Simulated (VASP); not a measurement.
# GaCo (Pm-3m) in VASP: notebook

One crystal, GaCo, is run at these levels: r2SCAN+U; tasks: single point.

Everything below comes from runs of VASP 6.6.1. Logs are shortened: lines on timing, memory, paths and dates and some standing lists are left out, and cuts for length are marked.

### Step 1. Starting point

Symmetry: Pm-3m, No. 221, cubic system. The conventional cell has a = 2.897 Å, b = 2.897 Å, c = 2.897 Å, α = 90.00°, β = 90.00°, γ = 90.00°. Around Ga (site symmetry m-3m) lie 8 Co at 2.51 Å. Around Co (site symmetry m-3m) lie 8 Ga at 2.51 Å.

### Step 2. Single point, r2SCAN+U, collinear spin, typed start

Input file INCAR:

```
ALGO = Normal
EDIFF = 1E-6
ENCUT = 520
ISIF = 2
ISMEAR = -5
ISPIN = 2
LASPH = True
LCHARG = False
LDAU = True
LDAUJ = 0 0
LDAUL = -1 2
LDAUPRINT = 1
LDAUTYPE = 2
LDAUU = 0 6.2
LMAXMIX = 4
LMIXTAU = True
LORBIT = 11
LREAL = False
LWAVE = False
MAGMOM = 0 2
METAGGA = R2SCAN
NBANDS = 22
NELM = 150
PREC = Accurate
SIGMA = 0.1
```

Input file KPOINTS:

```
k-points
0
Gamma
  9 9 9
```

Input file POSCAR:

```
GaCo
1.0
    2.8970601581      0.0000000000      0.0000000000
    0.0000000000      2.8970601581      0.0000000000
    0.0000000000      0.0000000000      2.8970601581
Ga Co
1 1
Direct
    0.5000000000      0.5000000000      0.5000000000
    0.0000000000      0.0000000000      0.0000000000
```

Potentials or basis: VASP PAW PBE potentials, release 64 (Ga_d, Co).

The run is started by

```bash
cat potpaw_PBE.64/Ga_d/POTCAR potpaw_PBE.64/Co/POTCAR > POTCAR
mpirun -np 1 vasp_std > vasp.out
```

OUTCAR:

```text
EDIFF = 1E-6
   ENCUT = 520
   ISIF = 2
   ISMEAR = -5
   ISPIN = 2
   LASPH = True
   LORBIT = 11
   LREAL = False
   METAGGA = R2SCAN
   NELM = 150
   PREC = Accurate

 ion  position               nearest neighbor table
   1  0.500  0.500  0.500-   2 2.51   2 2.51   2 2.51   2 2.51   2 2.51   2 2.51   2 2.51   2 2.51

   2  0.000  0.000  0.000-   1 2.51   1 2.51   1 2.51   1 2.51   1 2.51   1 2.51   1 2.51   1 2.51

  LATTYP: Found a simple cubic cell.
 ALAT       =     2.8970601581

  Lattice vectors:

 A1 = (   2.8970601581,   0.0000000000,   0.0000000000)
 A2 = (   0.0000000000,   2.8970601581,   0.0000000000)
 A3 = (   0.0000000000,   0.0000000000,   2.8970601581)

Analysis of symmetry for initial positions (statically):
=====================================================================
 Subroutine PRICEL returns:
 Original cell was already a primitive cell.

 Routine SETGRP: Setting up the symmetry group for a
 simple cubic supercell.

 Subroutine GETGRP returns: Found 48 space group operations
 (whereof 48 operations were pure point group operations)
 out of a pool of 48 trial point group operations.

The static configuration has the point symmetry O_h .

Analysis of symmetry for dynamics (positions and initial velocities):
=====================================================================
 Subroutine PRICEL returns:
 Original cell was already a primitive cell.

 Routine SETGRP: Setting up the symmetry group for a
 simple cubic supercell.

 Subroutine GETGRP returns: Found 48 space group operations
 (whereof 48 operations were pure point group operations)
 out of a pool of 48 trial point group operations.

The dynamic configuration has the point symmetry O_h .

Analysis of structural, dynamic, and magnetic symmetry:
=====================================================================
 Subroutine PRICEL returns:
 Original cell was already a primitive cell.

 Routine SETGRP: Setting up the symmetry group for a
 simple cubic supercell.

 Subroutine GETGRP returns: Found 48 space group operations
 (whereof 48 operations were pure point group operations)
 out of a pool of 48 trial point group operations.

The overall configuration has the point symmetry O_h .

 Subroutine INISYM returns: Found 48 space group operations
 (whereof 48 operations are pure point group operations),
 and found     1 'primitive' translations

----------------------------------------------------------------------------------------

                                     Primitive cell

  volume of cell :      24.3149

  direct lattice vectors                    reciprocal lattice vectors
     2.897060158  0.000000000  0.000000000     0.345177506  0.000000000  0.000000000
     0.000000000  2.897060158  0.000000000     0.000000000  0.345177506  0.000000000
     0.000000000  0.000000000  2.897060158     0.000000000  0.000000000  0.345177506

  length of vectors
     2.897060158  2.897060158  2.897060158     0.345177506  0.345177506  0.345177506

  position of ions in fractional coordinates (direct lattice)
     0.500000000  0.500000000  0.500000000
     0.000000000  0.000000000  0.000000000

  ion indices of the primitive-cell ions
   primitive index   ion index
                 1           1
                 2           2

----------------------------------------------------------------------------------------

 KPOINTS: k-points

Automatic generation of k-mesh.
 Grid dimensions read from file:
 generate k-points for:    9    9    9

 Generating k-lattice:

  Cartesian coordinates                     Fractional coordinates (reciprocal lattice)
[... 75 lines left out ...]
   EMIN   =  10.00;   EMAX   =-10.00  energy-range for DOS
   EFERMI =   0.00;   METHOD = LEGACY
   ISMEAR =    -5;   SIGMA  =   0.10  broadening in eV -4-tet -1-fermi 0-gaus
   EFERMI_NEDOS =   21; number of points for ismear=-14 and -15
   IALGO  =     38    algorithm
   IMIX   =      4    mixing-type and parameters
     AMIX     =   0.40;   BMIX     =  1.00
     AMIX_MAG =   1.60;   BMIX_MAG =  1.00
  volume/ion in A,a.u.               =      12.16        82.04
  Fermi-wavevector in a.u.,A,eV,Ry     =   1.583403  2.992198 34.112064  2.507166
  Thomas-Fermi vector in A             =   2.683179
   LORBIT       =     11    0 simple, 1 ext, 2 COOP (PROOUT), +10 PAW based schemes
 LDA+U is selected, type is set to LDAUTYPE =  2
   angular momentum for each species LDAUL =    -1    2
   U (eV)           for each species LDAUU =   0.0  6.2
   J (eV)           for each species LDAUJ =   0.0  0.0
   METAGGA = R2SCAN    functional components
   LHFCALC =     F    Hartree Fock is set to
   AEXX    =    0.0000 exact exchange contribution
   IVDW    =     0    specifies the selected vdW correction
   LEPSILON=     F    determine dielectric tensor
   LRPA    =     F    only Hartree local field effects (RPA)
 spin polarized calculation
 Fermi weights with tetrahedron method with Bloechl corrections
  energy-cutoff  :      520.00
  volume of cell :       24.31
 maximum number of plane-waves:       691
 NGX is ok and might be reduce to    24
   NGX = 11   NGY = 11   NGZ = 11

 number of electron      22.0000019 magnetization       1.6651608

 Free energy of the ion-electron system (eV)
  ---------------------------------------------------
  ext. energy  EPLUGINS =         0.00000000
  ---------------------------------------------------
  free energy    TOTEN  =       -22.87228998 eV

  energy without entropy =      -22.87228998  energy(sigma->0) =      -22.87228998

atom =   2  type =  2  l = 2

 onsite density matrix

spin component  1

  0.9291 -0.0000  0.0000 -0.0000 -0.0000
 -0.0000  0.9291 -0.0000 -0.0000 -0.0000
  0.0000 -0.0000  0.9633  0.0000  0.0000
 -0.0000 -0.0000  0.0000  0.9291 -0.0000
 -0.0000 -0.0000  0.0000 -0.0000  0.9633

spin component  2

  0.8998 -0.0000  0.0000 -0.0000  0.0000
 -0.0000  0.8998  0.0000 -0.0000  0.0000
  0.0000  0.0000  0.0444 -0.0000  0.0000
 -0.0000 -0.0000 -0.0000  0.8998 -0.0000
  0.0000  0.0000  0.0000 -0.0000  0.0444

 occupancies and eigenvectors

  o =  0.0444  v =  0.0000  0.0000  0.0000  0.0000  0.0000  0.0000  0.0000  0.0053  0.0000 -1.0000      0.0000  0.0000  0.0000  0.0000  0.0000  0.0000  0.0000  0.0000  0.0000  0.0000
  o =  0.0444  v =  0.0000  0.0000  0.0000  0.0000  0.0000  0.0000 -0.0000  1.0000 -0.0000  0.0053      0.0000  0.0000  0.0000  0.0000  0.0000  0.0000  0.0000  0.0000  0.0000  0.0000
  o =  0.8998  v =  0.0000  0.0000  0.0000  0.0000  0.0000  0.0000 -0.8344 -0.0000 -0.5511 -0.0000      0.0000  0.0000  0.0000  0.0000  0.0000  0.0000  0.0000  0.0000  0.0000  0.0000
  o =  0.8998  v =  0.0000  0.0000  0.0000  0.0000  0.0000  0.0000  0.5511  0.0000 -0.8344  0.0000      0.0000  0.0000  0.0000  0.0000  0.0000  0.0000  0.0000  0.0000  0.0000  0.0000
  o =  0.8998  v =  0.0000  0.0000  0.0000  0.0000  0.0000  1.0000  0.0000  0.0000  0.0000  0.0000      0.0000  0.0000  0.0000  0.0000  0.0000  0.0000  0.0000  0.0000  0.0000  0.0000
  o =  0.9291  v =  0.0000 -0.9906 -0.0000 -0.1368 -0.0000  0.0000  0.0000  0.0000  0.0000  0.0000      0.0000  0.0000  0.0000  0.0000  0.0000  0.0000  0.0000  0.0000  0.0000  0.0000
  o =  0.9291  v =  0.0000 -0.1368  0.0000  0.9906 -0.0000  0.0000  0.0000  0.0000  0.0000  0.0000      0.0000  0.0000  0.0000  0.0000  0.0000  0.0000  0.0000  0.0000  0.0000  0.0000
  o =  0.9291  v =  1.0000  0.0000  0.0000  0.0000  0.0000  0.0000  0.0000  0.0000  0.0000  0.0000      0.0000  0.0000  0.0000  0.0000  0.0000  0.0000  0.0000  0.0000  0.0000  0.0000
  o =  0.9633  v =  0.0000  0.0000 -1.0000  0.0000  0.0031  0.0000  0.0000  0.0000  0.0000  0.0000      0.0000  0.0000  0.0000  0.0000  0.0000  0.0000  0.0000  0.0000  0.0000  0.0000
  o =  0.9633  v =  0.0000  0.0000 -0.0031 -0.0000 -1.0000  0.0000  0.0000  0.0000  0.0000  0.0000      0.0000  0.0000  0.0000  0.0000  0.0000  0.0000  0.0000  0.0000  0.0000  0.0000

 BZINTS: Fermi energy:   10.571786;   22.000000 electrons
         Band energy:-0.147223E+01;  BLOECHL correction:   -0.076158

 number of electron      22.0000016 magnetization       1.9321636

 Free energy of the ion-electron system (eV)
  ---------------------------------------------------
  ext. energy  EPLUGINS =         0.00000000
  ---------------------------------------------------
  free energy    TOTEN  =       -21.45533472 eV

  energy without entropy =      -21.45533472  energy(sigma->0) =      -21.45533472

 E-fermi :  10.5718     XC(G=0): -14.3314

 val. band max:       11.0971165220   @ k =   0.3333   0.3333   0.3333
 cond. band min:      10.3399016922   @ k =   0.4444   0.4444   0.2222
 fundamental gap:     -0.7572148298
 Fermi energy:        10.5717857043

 spin component 1

 k-point     1 :       0.0000    0.0000    0.0000
  band No.  band energies     occupation
      1      -6.0452      1.00000
      2      -6.0452      1.00000
      3      -5.6844      1.00000
      4      -5.6844      1.00000
      5      -5.6844      1.00000
      6      -3.0623      1.00000
[... 1193 lines left out ...]
     21      33.6891      0.00000
     22      35.5963      0.00000

 [... further k-points ...]
[... 5 lines left out ...]
  --------------------------------------------------------------------------------------
  -------------------------------------------------------------------------------------
  Total        3.0277801      3.0277801      3.0277801      0.0000000      0.0000000      0.0000000
  in kB      199.5089464    199.5089464    199.5089464      0.0000000      0.0000000      0.0000000
  external PRESSURE =     199.5089464 kB  Pullay stress =       0.0000000 kB

 VOLUME and BASIS-vectors are now :
 -----------------------------------------------------------------------------
  energy-cutoff  :      520.00
  volume of cell :       24.31
      direct lattice vectors                 reciprocal lattice vectors
     2.897060158  0.000000000  0.000000000     0.345177506  0.000000000  0.000000000
     0.000000000  2.897060158  0.000000000     0.000000000  0.345177506  0.000000000
     0.000000000  0.000000000  2.897060158     0.000000000  0.000000000  0.345177506

 POSITION                                       TOTAL-FORCE (eV/Angst)
 -----------------------------------------------------------------------------------
      1.44853      1.44853      1.44853         0.000000      0.000000      0.000000
      0.00000      0.00000      0.00000         0.000000      0.000000      0.000000
 -----------------------------------------------------------------------------------
    total drift:                                0.000000      0.000000     -0.000000

  FREE ENERGIE OF THE ION-ELECTRON SYSTEM (eV)
  ---------------------------------------------------
  free  energy   TOTEN  =       -21.4553347160 eV

  energy  without entropy=      -21.4553347160  energy(sigma->0) =      -21.45533472

 total charge

# of ion       s       p       d       tot
------------------------------------------
    1        0.846   0.930  10.033  11.809
    2        0.419   0.525   7.471   8.415
--------------------------------------------------
tot          1.265   1.455  17.504  20.224

 magnetization (x)

# of ion       s       p       d       tot
------------------------------------------
    1        0.005  -0.028  -0.008  -0.031
    2        0.018   0.021   1.923   1.962
--------------------------------------------------
tot          0.023  -0.006   1.915   1.932
```

Wall time 2.8 min (1 thread of Intel Xeon Platinum 8175M at 2.50GHz (Skylake/Cascade Lake), shared host); peak memory 0.18 GiB.

What came out:

- Free energy: -21.4553 eV
- Pressure: 20.0 GPa
- Band gap on the k mesh: none (metal or under the smearing width)
- Net moment: 1.93 μB per cell
- Site moments: Ga -0.03; Co +1.96 μB
- Valence electrons inside the program's atomic spheres: Ga 11.81; Co 8.41

Eigenvalues of the final occupation matrices:
| site | spin | trace | eigenvalues |
| --- | --- | --- | --- |
| site 2 d | 1 | 4.71 | 0.93 0.93 0.93 0.96 0.96 |
| site 2 d | 2 | 2.79 | 0.04 0.04 0.90 0.90 0.90 |

Caveat: the PAW data sets were made with another functional, which shifts forces and pressure a little; the U is typed as a test and isn't derived for this compound; tetrahedron occupations give inexact forces and stress in metals.

### Step 3. Single point, r2SCAN+U, collinear spin, typed start

This run uses another cell than the first one, of 12.40 Å³/atom, 1.020 times its volume.

Input file INCAR:

```
  PREC = Accurate
  ENCUT = 520
  EDIFF = 1E-7
  ISMEAR = -5
  SIGMA = 0.1
  LREAL = False
  LASPH = True
  NELM = 150
  ALGO = Normal
  ISIF = 2
  LWAVE = False
  LCHARG = True
  ISPIN = 2
  MAGMOM = 0 2
  LORBIT = 11
  LMAXMIX = 4
  LDAU = True
  LDAUTYPE = 2
  LDAUL = -1 2
  LDAUU = 0 6.2
  LDAUJ = 0 0
  LDAUPRINT = 1
  METAGGA = R2SCAN
  LMIXTAU = True
  LELF = True
  LVHAR = True
  NBANDS = 22
```

Input file KPOINTS:

```
regular mesh
0
Gamma
  9 9 9
```

Input file POSCAR:

```
GaCo
1.0
    2.9158727642      0.0000000000      0.0000000000
    0.0000000000      2.9158727642      0.0000000000
    0.0000000000      0.0000000000      2.9158727642
Ga Co
1 1
Direct
    0.5000000000      0.5000000000      0.5000000000
    0.0000000000      0.0000000000      0.0000000000
```

Potentials or basis: VASP PAW PBE potentials, release 64 (Ga_d, Co).

The run is started by

```bash
cat potpaw_PBE.64/Ga_d/POTCAR potpaw_PBE.64/Co/POTCAR > POTCAR
mpirun -np 1 vasp_std > vasp.out
```

OUTCAR:

```text
PREC = Accurate
   ENCUT = 520
   EDIFF = 1E-7
   ISMEAR = -5
   LREAL = False
   LASPH = True
   NELM = 150
   ISIF = 2
   ISPIN = 2
   LORBIT = 11
   METAGGA = R2SCAN

 ion  position               nearest neighbor table
   1  0.500  0.500  0.500-   2 2.53   2 2.53   2 2.53   2 2.53   2 2.53   2 2.53   2 2.53   2 2.53

   2  0.000  0.000  0.000-   1 2.53   1 2.53   1 2.53   1 2.53   1 2.53   1 2.53   1 2.53   1 2.53

  LATTYP: Found a simple cubic cell.
 ALAT       =     2.9158727642

  Lattice vectors:

 A1 = (   2.9158727642,   0.0000000000,   0.0000000000)
 A2 = (   0.0000000000,   2.9158727642,   0.0000000000)
 A3 = (   0.0000000000,   0.0000000000,   2.9158727642)

Analysis of symmetry for initial positions (statically):
=====================================================================
 Subroutine PRICEL returns:
 Original cell was already a primitive cell.

 Routine SETGRP: Setting up the symmetry group for a
 simple cubic supercell.

 Subroutine GETGRP returns: Found 48 space group operations
 (whereof 48 operations were pure point group operations)
[... 242 lines left out ...]
 k-point     1 :       0.0000    0.0000    0.0000
  band No.  band energies     occupation
      1      -6.2544      1.00000
      2      -6.2544      1.00000
      3      -5.9126      1.00000
      4      -5.9126      1.00000
      5      -5.9126      1.00000
      6      -3.1558      1.00000
[... 1193 lines left out ...]
     21      33.1410      0.00000
     22      35.0443      0.00000

 [... further k-points ...]
[... 5 lines left out ...]
  --------------------------------------------------------------------------------------
  -------------------------------------------------------------------------------------
  Total        2.5932738      2.5932738      2.5932738     -0.0000000      0.0000000      0.0000000
  in kB      167.5919874    167.5919874    167.5919874     -0.0000000      0.0000000      0.0000000
  external PRESSURE =     167.5919874 kB  Pullay stress =       0.0000000 kB

 VOLUME and BASIS-vectors are now :
 -----------------------------------------------------------------------------
  energy-cutoff  :      520.00
  volume of cell :       24.79
      direct lattice vectors                 reciprocal lattice vectors
     2.915872764  0.000000000  0.000000000     0.342950492  0.000000000  0.000000000
     0.000000000  2.915872764  0.000000000     0.000000000  0.342950492  0.000000000
     0.000000000  0.000000000  2.915872764     0.000000000  0.000000000  0.342950492

 POSITION                                       TOTAL-FORCE (eV/Angst)
 -----------------------------------------------------------------------------------
      1.45794      1.45794      1.45794         0.000000      0.000000      0.000000
      0.00000      0.00000      0.00000         0.000000      0.000000      0.000000
 -----------------------------------------------------------------------------------
    total drift:                                0.000000      0.000000     -0.000000

  FREE ENERGIE OF THE ION-ELECTRON SYSTEM (eV)
  ---------------------------------------------------
  free  energy   TOTEN  =       -21.5125339978 eV

  energy  without entropy=      -21.5125339978  energy(sigma->0) =      -21.51253400

 total charge

# of ion       s       p       d       tot
------------------------------------------
    1        0.849   0.909  10.026  11.784
    2        0.412   0.507   7.462   8.380
--------------------------------------------------
tot          1.261   1.416  17.488  20.164

 magnetization (x)

# of ion       s       p       d       tot
------------------------------------------
    1        0.007  -0.027  -0.006  -0.026
    2        0.020   0.022   1.935   1.976
--------------------------------------------------
tot          0.027  -0.005   1.929   1.951
```

Run time: 3.3 min. Hardware: 1 thread of Intel Xeon Platinum 8175M at 2.50GHz (Skylake/Cascade Lake), shared host; peak memory 0.18 GiB.

Results:

| Property | Result |
| --- | --- |
| Free energy | -21.5125 eV |
| Pressure | 16.8 GPa |
| Band gap on the k mesh | none (metal or under the smearing width) |
| Net moment | 1.95 μB per cell |
| Site moments | Ga -0.03; Co +1.98 μB |
| Valence electrons inside the program's atomic spheres | Ga 11.78; Co 8.38 |

Levels at points of the mesh, in eV from the Fermi level:
Spin up:
| k point | band 8 | band 9 | band 10 | band 11 | band 12 | band 13 | band 14 | band 15 | band 16 | band 17 |
| --- | --- | --- | --- | --- | --- | --- | --- | --- | --- | --- |
| (0.00, 0.00, 0.00) | -7.69 | -5.03 | -5.03 | -5.03 | 4.20 | 4.20 | 4.20 | 8.41 | 8.41 | 11.24 |
Spin down:
```tsv
k point	band 8	band 9	band 10	band 11	band 12	band 13
(0.00, 0.00, 0.00)	-3.76	-3.76	1.00	1.01	4.20	4.20
```

Eigenvalues of the final occupation matrices:
| site | spin | trace | eigenvalues |
| --- | --- | --- | --- |
| site 2 d | 1 | 4.72 | 0.93 0.93 0.93 0.96 0.96 |
| site 2 d | 2 | 2.78 | 0.04 0.04 0.90 0.90 0.90 |

Caveat: the PAW data sets were made with another functional, which shifts forces and pressure a little; the U is typed as a test and isn't derived for this compound; tetrahedron occupations give inexact forces and stress in metals.
